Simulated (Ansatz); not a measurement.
Runs of Ansatz 0.2.0 on SnO. It takes space group P4/nmm (No. 129, tetragonal). Conventional cell: a = 3.814 Å, b = 3.814 Å, c = 4.887 Å, α = 90.00°, β = 90.00°, γ = 90.00°. Sn (site symmetry 4mm) is surrounded by 4 O at 2.23 Å. O (site symmetry -4m2) is surrounded by 4 Sn at 2.23 Å. The cell is a database's computed one.

| level | gap on the mesh (eV) | pressure (GPa) | largest force (eV/Å) |
| --- | --- | --- | --- |
| BLYP | (d) | 8.2 | 0.55 |
| PBEsol | (a) | -0.6 | 0.12 |
| LDA | (c) | -3.3 | 0.22 |
| HSE06 | 0.52 | -0.8 | (b) |
| RPBE | 0.14 | 6.2 | 0.59 |

Alike in all rows: task projected density of states; potentials or basis Ansatz PAW; no spin polarisation; cell as given; k mesh 4 × 4 × 3; cutoff (eV) 420; smearing fermi-dirac 0.05 eV; the mesh is coarse, so values aren't converged.

Estimate the missing entries.

(a) 0.13; (b) 0.26; (c) 0.23; (d) 0.37.

Caveats: all runs use coarse meshes; odd divisions of the mesh miss points on the zone boundary, where band edges often lie, so the gap on the mesh can be too wide; spin-orbit coupling is left out, which moves the levels of the heavy elements; the PAW data sets come from PBE, with cores solved anew for the run's functional, which leaves a small shift of forces and pressure; the thresholds are loose for stress (some runs).

A k mesh can miss the band edges, and the runs leave out spin-orbit coupling on Sn.

Runs at the PBE level aren't shown here.
